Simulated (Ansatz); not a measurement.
Crystal: TiSi2.

```
Ti Si
1.0
     1.76511   -6.75928    0.00000
     1.76511    6.75928    0.00000
     0.00000    0.00000    3.56517
Ti Si
2 4
Direct
  0.10312 0.89688 0.25000
  0.89688 0.10312 0.75000
  0.75031 0.24969 0.25000
  0.24969 0.75031 0.75000
  0.44175 0.55825 0.25000
  0.55825 0.44175 0.75000
```

The cell comes from a database or a generator and needn't be the stable form of this composition.

Base run:

| Property | Result |
| --- | --- |
| Program | Ansatz 0.2.0 |
| Functional | r2SCAN |
| Potentials or basis | Ansatz PAW |
| Cutoff | 500 eV (not typed: the program's choice for these potentials) |
| k mesh | 8 × 8 × 8 |
| Occupations | fermi-dirac, width 0.05 eV |
| Spin | no spin polarisation |
| Hubbard terms | Ti d U = 3 eV |

Its results: band gap on the k mesh none (metal or under the smearing width); pressure 2.5 GPa; largest force 0.078 eV/Å.

Problem. The run is repeated on the same cell with these changes: hubbard terms from Ti d U = 3 eV to none; hubbard projectors from ortho-atomic (the default) to none. What comes out?

Solution. Band gap on the k mesh none (metal or under the smearing width); pressure -0.2 GPa; largest force 0.022 eV/Å.

Caveats: the PAW data sets come from PBE, with cores solved anew for the run's functional, which leaves a small shift of forces and pressure; U without spin polarisation on a metal has little footing (some runs); the U is typed as a test and isn't derived for this compound (some runs).
